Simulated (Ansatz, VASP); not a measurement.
# C8O in VASP and in Ansatz

```
C O
1.0
     2.46498    0.00000    0.00000
    -1.23249    2.13474    0.00000
     0.00000    0.00000   29.10765
C O
8 1
Direct
  0.00000 0.00000 0.29202
  0.66667 0.33333 0.29202
  0.00000 0.00000 0.40777
  0.33333 0.66667 0.40777
  0.00000 0.00000 0.52328
  0.66667 0.33333 0.52332
  0.00000 0.00000 0.64676
  0.33333 0.66667 0.63457
  0.00000 0.00000 0.69431
```

Alike in both runs: functional PBE; dispersion D3(BJ); k mesh 12 × 12 × 1; occupations gaussian, width 0.1 eV; no spin polarisation.

Ansatz relaxed the structure, and its values are those at the end. VASP's run is a single point on that final structure, the one shown.

```csv
,VASP,Ansatz
version,VASP 6.6.1,Ansatz 0.2.0
potentials or method,"VASP PAW PBE potentials, release 64 (C, O)","scalar-relativistic, plane waves, PAW"
plane-wave cutoff (eV),520,420
valence electrons in the cell,38,38
```

|  | VASP | Ansatz | Ansatz less VASP |
| --- | --- | --- | --- |
| gap on the k mesh at the Fermi level (eV) | none | none | - |
| rms of the force components (eV/Å) | 0.069 | 0.003 | -0.0652 |

A gap of «none» marks a metal or a gap that the smearing closes. Ansatz warned: «xc_potential_rough_in_thin_density».
